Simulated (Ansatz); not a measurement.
**C under changes of volume**

One of the cells (5.672 Å³/atom); the others are scaled copies at fixed shape and fractional positions:

```xyz
8
Lattice="2.5221 0.0000 0.0000 -1.2611 2.1842 0.0000 0.0000 0.0000 8.2371" Properties=species:S:1:pos:R:3 pbc="T T T"
C     1.2611    0.7281    6.9501
C     0.0000    1.4561    2.8315
C     1.2611    0.7281    5.4056
C     0.0000    1.4561    1.2870
C     0.0000    0.0000    7.4649
C     0.0000    0.0000    3.3463
C     0.0000    0.0000    4.8908
C     0.0000    0.0000    0.7722
```

This is a hexagonal form of diamond, not graphite.

```yaml
Program: Ansatz 0.2.0
Functional: LDA
Potentials_or_basis: Ansatz PAW
Cutoff: "420 eV (not typed: the program's choice for these potentials)"
k_mesh: 12 × 12 × 4
Occupations: fermi-dirac, width 0.05 eV
Spin: no spin polarisation
```

```tsv
volume (Å³/atom)	energy over the lowest point (meV/atom)	pressure (GPa)	gap on the mesh (eV)	largest force (eV/Å)
5.332	8.75	16.7	4.54	0.375
5.445	0.80	6.0	4.48	0.360
5.559	0.00	-3.7	4.43	0.346
5.672	?	?	?	?
5.785	17.59	-20.6	4.33	0.320
5.899	34.78	-27.9	4.29	0.307
6.012	56.88	-34.5	4.24	0.295
```

**Question.** What does the run at 5.672 Å³/atom give?

**Answer.** Energy over the lowest point 5.80 meV/atom; pressure -12.6 GPa; gap on the mesh 4.38 eV; largest force 0.332 eV/Å.

Worked out: A Birch-Murnaghan fit of order 3 (a polynomial in V^(-2/3)) to the other rows has its minimum at 5.51 Å³/atom with B0 = V·E''(V) = 468 GPa and B' = 3.7 at fixed shape and positions, which overstates the stiffness. It gives 5.82 meV/atom at 5.672 Å³/atom, against the run's 5.80, and -dE/dV = -12.6 GPa, against -12.6. A straight line through the other rows of the gap, of slope -2.46 eV per unit of ln V, gives 4.38 eV, against the run's 4.38.

Energies are extrapolated to zero smearing.

Caveats: the PAW data sets come from PBE, with cores solved anew for the run's functional, which leaves a small shift of forces and pressure.

A mesh can miss the band edges.
